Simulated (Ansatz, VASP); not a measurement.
## MgB2: VASP beside Ansatz

File INCAR:

```
SYSTEM = MgB2
PREC = Accurate
ENCUT = 520
EDIFF = 1E-7
ISMEAR = -1
SIGMA = 0.05
LREAL = .FALSE.
LASPH = .TRUE.
NELM = 100
ALGO = Normal
ISIF = 2
LWAVE = .FALSE.
LCHARG = .FALSE.
GGA = PS
IVDW = 12
NBANDS = 11
```

KPOINTS

```
regular mesh
0
G
  10 10 8
  0 0 0
```

POSCAR

```
MgB2
1.0
    3.1455055572      0.0000000000      0.0000000000
   -1.5727527786      2.7240877203      0.0000000000
    0.0000000000      0.0000000000      3.5920959734
Mg B
1 2
Direct
    0.0000000000      0.0000000000      0.0000000000
    0.6666666667      0.3333333333      0.5000000000
    0.3333333333      0.6666666667      0.5000000000
```

The input input.yaml:

```yaml
crystal:
  lattice:
    - [3.1455055572, 0.0, 0.0]
    - [-1.5727527786, 2.7240877203, 0.0]
    - [0.0, 0.0, 3.5920959734]
  atoms:
    - { symbol: Mg, position: [0.0, 0.0, 0.0] }
    - { symbol: B, position: [0.6666666667, 0.3333333333, 0.5] }
    - { symbol: B, position: [0.3333333333, 0.6666666667, 0.5] }
hamiltonian:
  xc: pbesol
  pseudopotentials: { kind: paw }
  dispersion: d3bj
kpoints:
  mp_grid: { grid: [10, 10, 8] }
scf:
  occupations: { method: fermi_dirac, width: 0.05 }
output:
  forces: true
  stress: true
  eigenvalues: true
  write_density: true
  write_potential: true
  elf: true
  volumetric_format: npy
```

Alike in both runs: task single point; functional PBEsol; dispersion D3(BJ); k mesh 10 × 10 × 8; occupations fermi-dirac, width 0.05 eV; no spin polarisation.

|  | VASP | Ansatz |
| --- | --- | --- |
| version | VASP 6.6.1 | Ansatz 0.2.0 |
| potentials or method | VASP PAW PBE potentials, release 64 (Mg, B) | Ansatz PAW |
| plane-wave cutoff (eV) | 520 | 420 |
| valence electrons in the cell | 8 | 16 |

Ansatz gave:

| Property | Result |
| --- | --- |
| gap on the k mesh at the Fermi level (eV) | none |
| pressure (GPa) | -14.1 |
| largest component of the traceless stress (GPa) | 2.02 |
| dispersion energy (meV/atom) | -221.2 |

Task: Which values does VASP return?

Result: gap on the k mesh at the Fermi level (eV): none; pressure (GPa): -14.2; largest component of the traceless stress (GPa): 1.89; dispersion energy (meV/atom): -221.2.

A gap of «none» marks a metal or a gap that the smearing closes. The two sets of potentials don't hold the same shells in valence.

Caveats: pairwise dispersion overbinds metals, which lowers pressure and volume; the PAW data sets were made with another functional, which shifts forces and pressure a little (VASP); the PAW data sets come from PBE, with cores solved anew for the run's functional, which leaves a small shift of forces and pressure (Ansatz).
